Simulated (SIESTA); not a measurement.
Au under changes of volume

One of the cells (17.192 Å³/atom); the others are scaled copies at fixed shape and fractional positions:

```
Au
1.0
     0.00000    2.04848    2.04848
     2.04848    0.00000    2.04848
     2.04848    2.04848    0.00000
Au
1
Direct
  0.00000 0.00000 0.00000
```

```yaml
Program: SIESTA 5.4.2
Functional: PBE
Potentials_or_basis: PseudoDojo 0.4 standard (PBE files)
Basis: DZP (energy shift 0.003 Ry; two zetas on semicore shells)
Grid_cutoff: 800 Ry
Energy_shift: 0.003 Ry
k_mesh: 11 × 11 × 11
Occupations: fermi-dirac, width 0.05 eV
Spin: no spin polarisation
```

```csv
volume (Å³/atom),energy over the lowest point (meV/atom),pressure (GPa)
15.843,?,?
16.181,113.85,21.3
16.518,73.82,16.7
17.192,21.68,8.3
17.529,7.56,5.1
17.866,0.00,2.0
```

Q: What does the run at 15.843 Å³/atom give?

A: Energy over the lowest point 164.59 meV/atom; pressure 26.9 GPa.

Worked out: A Birch-Murnaghan fit of order 3 (a polynomial in V^(-2/3)) to the other rows has its minimum at 18.13 Å³/atom, just outside them, with B0 = V·E''(V) = 136 GPa and B' = 5.8. It gives 165.09 meV/atom at 15.843 Å³/atom, against the run's 164.59, and -dE/dV = 27.1 GPa, against 26.9.

Energies are extrapolated to zero smearing.

Caveats: short orbitals over semicore shells can move pressures by several GPa; the basis of atomic orbitals isn't converged, which shifts pressures, moduli and gaps.
